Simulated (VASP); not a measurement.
# PbS (Galena): band structure with B3LYP

The system is PbS (Galena).

```
Pb S
1.0
     0.00000    2.96575    2.96575
     2.96575    0.00000    2.96575
     2.96575    2.96575    0.00000
Pb S
1 1
Direct
  0.00000 0.00000 0.00000
  0.50000 0.50000 0.50000
```

| Property | Result |
| --- | --- |
| Program | VASP 6.6.1 |
| Task | band structure |
| Functional | B3LYP |
| Potentials or basis | VASP PAW PBE potentials, release 64 (Pb_d, S) |
| Cutoff | 520 eV |
| k mesh | 4 × 4 × 4 |
| Occupations | fermi-dirac, width 0.05 eV |
| Spin | no spin polarisation |
| Grid for exact exchange (PRECFOCK) | Fast |
| Exchange at q = 0 | truncated |
| Further INCAR settings | ALGO = Normal; EDIFF = 1e-06; NBANDS = 17 |

The pressure is 4.6 GPa. The band gap on the k mesh is 1.32 eV, direct and the band gap along the path is 1.32 eV, direct.

Levels at the corners of the path, in eV from the valence-band top:
```
point  band 6  band 7  band 8  band 9  band 10  band 11  band 12  band 13  band 14  band 15
    Γ  -14.91   -6.51   -2.50   -2.50    -2.50     6.35     6.35     6.35     8.04     8.04
    X  -13.11   -7.79   -5.71   -3.86    -3.86     5.10     6.87     6.90     6.90    12.69
    X  -13.11   -7.79   -5.71   -3.86    -3.86     5.10     6.87     6.90     6.90    12.69
    W  -13.07   -8.63   -4.89   -4.89    -1.17     3.14     5.91     5.91     9.52     9.52
    W  -13.07   -8.63   -4.89   -4.89    -1.17     3.14     5.91     5.91     9.52     9.52
    K  -13.12   -8.66   -5.25   -3.31    -2.75     4.45     5.22     6.31     7.52    11.74
    K  -13.12   -8.66   -5.25   -3.31    -2.75     4.45     5.22     6.31     7.52    11.74
    Γ  -14.91   -6.51   -2.50   -2.50    -2.50     6.35     6.35     6.35     8.04     8.04
    Γ  -14.91   -6.51   -2.50   -2.50    -2.50     6.35     6.35     6.35     8.04     8.04
    L  -13.59   -9.64   -2.04   -2.04     0.00     1.32     2.89     2.89    10.17    11.59
    L  -13.59   -9.64   -2.04   -2.04     0.00     1.32     2.89     2.89    10.17    11.59
    U  -13.12   -8.66   -5.25   -3.31    -2.75     4.45     5.22     6.31     7.52    11.74
    U  -13.12   -8.66   -5.25   -3.31    -2.75     4.45     5.22     6.31     7.52    11.74
    W  -13.07   -8.63   -4.89   -4.89    -1.17     3.14     5.91     5.91     9.52     9.52
    W  -13.07   -8.63   -4.89   -4.89    -1.17     3.14     5.91     5.91     9.52     9.52
    L  -13.59   -9.64   -2.04   -2.04     0.00     1.32     2.89     2.89    10.17    11.59
    L  -13.59   -9.64   -2.04   -2.04     0.00     1.32     2.89     2.89    10.17    11.59
    K  -13.12   -8.66   -5.25   -3.31    -2.75     4.45     5.22     6.31     7.52    11.74
    U  -13.12   -8.66   -5.25   -3.31    -2.75     4.45     5.22     6.31     7.52    11.74
    X  -13.11   -7.79   -5.71   -3.86    -3.86     5.10     6.87     6.90     6.90    12.69
```

Wall time 56 min on 1 thread of Intel(R) Xeon(R) Platinum 8259CL CPU @ 2.50GHz (Skylake/Cascade Lake), on a shared host, peak memory 0.21 GiB.

Caveat: the k mesh is coarse (spacing up to 0.46 Å⁻¹), so the values aren't converged, least of all with exact exchange; the PAW data sets were made with another functional, which shifts forces and pressure a little; spin-orbit coupling is left out, which as a rule narrows the gap of such compounds by several tenths of an eV.
